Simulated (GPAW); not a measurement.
A run of GPAW 26.7.0:

Contents of run.py:

```python
import numpy as np
from ase import Atoms
from ase.dft.bandgap import bandgap
from ase.io import write
from ase.units import Bohr
from gpaw import GPAW, PW
from gpaw.elf import elf_from_dft_calculation

atoms = Atoms(['W', 'Se', 'Se', 'W'],
              cell=[[3.3179375931, 0, 0.0],
                    [-1.6589687965, 2.8734182438, 0.0],
                    [0.0, 0.0, 31.65814242]],
              scaled_positions=[[0.0, 0.0, 0.2369058772],
                                [0.33333333, 0.66666666, 0.2894123711],
                                [0.33333333, 0.66666666, 0.7105876289],
                                [0.0, 0.0, 0.7630941228]],
              pbc=True)
atoms.pbc = (True, True, False)

calc = GPAW(mode=PW(450),
            xc='PBE',
            kpts={'size': (9, 9, 1), 'gamma': True},
            occupations={'name': 'fermi-dirac', 'width': 0.05},
            nbands=36,
            convergence={'density': 1e-05, 'energy': 1e-05},
            maxiter=150,
            poissonsolver={'dipolelayer': 'xy'},
            txt='gpaw.txt')
atoms.calc = calc
energy = atoms.get_potential_energy()
forces = atoms.get_forces()
calc.write('gs.gpw')
write('result.traj', atoms)
print(f'Energy: {energy:.6f} eV')
print('Forces (eV/A):')
print(forces.round(4))
print('Fermi level:', round(calc.get_fermi_level(), 4), 'eV')
print(f'Gap: {bandgap(calc)[0]:.4f} eV, direct: {bandgap(calc, direct=True)[0]:.4f} eV')

v = calc.get_electrostatic_potential().mean(axis=(0, 1))
z = np.arange(len(v)) * atoms.cell[2, 2] / len(v)
ef = calc.get_fermi_level()
np.savetxt('planar.dat', np.c_[z, v], fmt='%.4f')
below, above = np.interp([1.5, atoms.cell[2, 2] - 1.5], z, v) - ef
print(f'Work functions: bottom {below:.4f} eV, top {above:.4f} eV')
print('Dipole moment:', *calc.get_dipole_moment().round(5), 'e A')

# fields on the real-space grid
write('density.cube', atoms, data=calc.get_pseudo_density() * Bohr**3)
write('potential.cube', atoms, data=calc.get_electrostatic_potential())
write('elf.cube', atoms, data=elf_from_dft_calculation(calc).data)
```

Potentials or basis: GPAW PAW data sets (gpaw-data 1.2.1), pw.

The run is started by

```console
$ OMP_NUM_THREADS=1 python run.py
```

Hardware: 1 thread of Arm Neoverse V2, with other jobs on the host.

Estimate the wall time of this run.

Run time: 78 s on 1 thread of Arm Neoverse V2, on a shared host, peak memory 0.27 GiB. Counts: scf iterations 14, plane waves 6558, bands 36, k points 12.
